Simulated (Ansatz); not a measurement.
**Ir: substituted relatives**

One table from this session's results is given with a row withheld; the runs are named, their logs left out.

Program: Ansatz 0.2.0. Level of theory: DFT PBEsol, scalar-relativistic, plane waves, PAW. These are calculated values, not measurements.

1 further run of the same task is left out (set aside as unsound or not needed).

**The starting structure**

The structure is cubic, space group Fm-3m (No. 225). The conventional cell has a = 3.830 Å, b = 3.830 Å, c = 3.830 Å, α = 90.00°, β = 90.00°, γ = 90.00°. Ir (site symmetry m-3m) is surrounded by 12 Ir at 2.71 Å.

Structure file:

```
CELL_PARAMETERS angstrom
0.00000 1.91507 1.91507
1.91507 0.00000 1.91507
1.91507 1.91507 0.00000
ATOMIC_POSITIONS crystal
Ir 0.00000 0.00000 0.00000
```

It goes back to an entry of the Materials Project.

It is the result of an earlier relaxation at this level (volume 14.05 Å³/atom; gap on the mesh: none (metal)).

The first run:

File input.yaml:

```yaml
crystal:
  lattice:
    - [0.0, 1.8965904936, 1.8965904936]
    - [1.8965904936, 0.0, 1.8965904936]
    - [1.8965904936, 1.8965904936, 0.0]
  atoms:
    - { symbol: Mn, position: [0.0, 0.0, 0.0], spin: 4.0 }
basis:
  ecutwfc: 420
kpoints:
  mp_grid: { grid: [8, 8, 8] }
hamiltonian:
  xc: pbesol
scf:
  occupations: { method: gaussian, width: 0.1 }
  lower_state_search: "off"
output:
  forces: true
  stress: true
  eigenvalues: true
  populations: true
magnetization:
  spin_polarized: true
```

The run is started by

```console
ansatz run input.yaml --threads 1 --pin off --max-ram 2560MiB --backend cpu --events-out ev --progress --plain --runs-dir out
```

Steps of the session up to this table: Probe: one point at the start (Mn); Rough relaxation on the coarse mesh (Mn); Relaxing cell and atoms (Mn).

One of the session's tables, all rows but one given; the rest of the session is left out.

It belongs to the step «The crystals compared». Lengths are those of the vectors of the cell that was run:

| swap | volume (Å³/atom) | a (Å) | b (Å) | c (Å) |
| --- | --- | --- | --- | --- |
| none | 14.05 | 2.708 | 2.708 | 2.708 |
| Ir → Sn | 26.55 | 3.349 | 3.349 | 3.349 |
| Ir → Co | ? | ? | ? | ? |
| Ir → Hf | 21.56 | 3.124 | 3.124 | 3.124 |
| Ir → Rh | 13.50 | 2.673 | 2.673 | 2.673 |
| Ir → Pt | 15.04 | 2.770 | 2.770 | 2.770 |
| Ir → Mn | 10.36 | 2.447 | 2.447 | 2.447 |

Q: Estimate the row for Ir → Co from the others.

As computed: volume (Å³/atom): 10.43; a (Å): 2.452; b (Å): 2.452; c (Å): 2.452. In the column «volume (Å³/atom)» it lies between Ir → Mn (10.36) and Ir → Rh (13.50).

Lengths are those of the computed cell. Rows of earlier swaps come from the sessions before.

Caveats from the session: Warnings in the runs' records: negative dielectric reading, seeded moment not kept.
